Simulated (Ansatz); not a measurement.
# Si12C11: the cost of one run

Program: Ansatz 0.2.0. Level of theory: DFT PBE, scalar-relativistic, plane waves, PAW. These are calculated values, not measurements.

## (1) The structure to begin with

The structure is monoclinic, space group Pm (No. 6). Conventional cell: a = 5.048 Å, b = 6.152 Å, c = 26.216 Å, α = 90.00°, β = 90.00°, γ = 90.00°. Around Si (site symmetry 1) lie 3 C at 1.87 to 1.94 Å. C (site symmetry 1) is surrounded by 3 Si at 1.87 to 1.94 Å. Si (site symmetry m) is surrounded by 4 C at 1.87 to 1.94 Å. C (site symmetry m) is surrounded by 4 Si at 1.87 to 1.94 Å. Only part of the 17 independent sites is listed.

As a file:

```cif
data_structure
_symmetry_space_group_name_H-M 'Pm'
_symmetry_Int_Tables_number 6
_cell_length_a 5.0480
_cell_length_b 6.1520
_cell_length_c 26.2157
_cell_angle_alpha 90.000
_cell_angle_beta 90.000
_cell_angle_gamma 90.000
_cell_volume 814.14
loop_
_atom_site_label
_atom_site_type_symbol
_atom_site_symmetry_multiplicity
_atom_site_Wyckoff_symbol
_atom_site_fract_x
_atom_site_fract_y
_atom_site_fract_z
_atom_site_occupancy
Si1 Si 2 c 0.00000 0.75000 0.61855 1
C1 C 2 c 0.38500 0.75000 0.61855 1
Si2 Si 1 b 0.50000 0.50000 0.58468 1
Si3 Si 1 a 0.50000 0.00000 0.58468 1
C2 C 1 b 0.88500 0.50000 0.58468 1
C3 C 1 a 0.88500 0.00000 0.58468 1
Si4 Si 1 b 0.00000 0.50000 0.51694 1
Si5 Si 1 a 0.00000 0.00000 0.51694 1
C4 C 1 b 0.38500 0.50000 0.51694 1
C5 C 1 a 0.38500 0.00000 0.51694 1
Si6 Si 2 c 0.50000 0.75000 0.48306 1
C6 C 2 c 0.88500 0.75000 0.48306 1
Si7 Si 2 c 0.00000 0.75000 0.41532 1
C7 C 2 c 0.38500 0.75000 0.41532 1
Si8 Si 1 b 0.50000 0.50000 0.38145 1
Si9 Si 1 a 0.50000 0.00000 0.38145 1
C8 C 1 a 0.88500 0.00000 0.38145 1
```

Slab cut from the bulk at the bulk's listed lattice constants, lower half held.

## (2) Relaxing the atoms

Contents of input.yaml:

```yaml
crystal:
  lattice:
    - [6.15199642, 0.0, 0.0]
    - [0.0, 5.048, 0.0]
    - [0.0, 0.0, 26.2157494014]
  atoms:
    - { symbol: Si, position: [0.0, 0.0, 0.3814500912] }
    - { symbol: Si, position: [0.5, 0.0, 0.3814500912] }
    - { symbol: C, position: [0.0, 0.615, 0.3814500912] }
    - { symbol: C, position: [0.5, 0.615, 0.3814500912] }
    - { symbol: Si, position: [0.25, 0.5, 0.4153214924] }
    - { symbol: Si, position: [0.75, 0.5, 0.4153214924] }
    - { symbol: C, position: [0.25, 0.115, 0.4153214924] }
    - { symbol: C, position: [0.75, 0.115, 0.4153214924] }
    - { symbol: Si, position: [0.25, 0.0, 0.4830642948] }
    - { symbol: Si, position: [0.75, 0.0, 0.4830642948] }
    - { symbol: C, position: [0.25, 0.615, 0.4830642948] }
    - { symbol: C, position: [0.75, 0.615, 0.4830642948] }
    - { symbol: Si, position: [0.0, 0.5, 0.5169357052] }
    - { symbol: Si, position: [0.5, 0.5, 0.5169357052] }
    - { symbol: C, position: [0.0, 0.115, 0.5169357052] }
    - { symbol: C, position: [0.5, 0.115, 0.5169357052] }
    - { symbol: Si, position: [0.0, 0.0, 0.5846785076] }
    - { symbol: Si, position: [0.5, 0.0, 0.5846785076] }
    - { symbol: C, position: [0.0, 0.615, 0.5846785076] }
    - { symbol: C, position: [0.5, 0.615, 0.5846785076] }
    - { symbol: Si, position: [0.25, 0.5, 0.6185499088] }
    - { symbol: Si, position: [0.75, 0.5, 0.6185499088] }
    - { symbol: C, position: [0.75, 0.115, 0.6185499088] }
basis:
  ecutwfc: 420.0
  fft_grid_basis: typed
kpoints:
  mp_grid: { grid: [4, 5, 1] }
hamiltonian:
  xc: pbe
scf:
  occupations: { method: gaussian, width: 0.1 }
output:
  forces: true
  eigenvalues: true
efield:
  axis: 3
  dipole_correction: true
  ramp_width: 0.04
relax:
  adjacent_minimum: "off"
  f_tol: 0.04
  max_steps: 40
  constraints: [{ sites: [0, 1, 2, 3, 4, 5, 6, 7, 8, 9, 10, 11] }]
```

The run is started by

```bash
> ansatz run input.yaml --threads 4 --pin off --max-ram 8847MiB --backend cpu --events-out ev --progress --plain --runs-dir out
```

What time and memory should one allow on 4 threads of Intel Xeon Platinum 8375C at 2.90GHz (Ice Lake), shared host?

About 3.1 min, with a peak of 1.7 GiB.
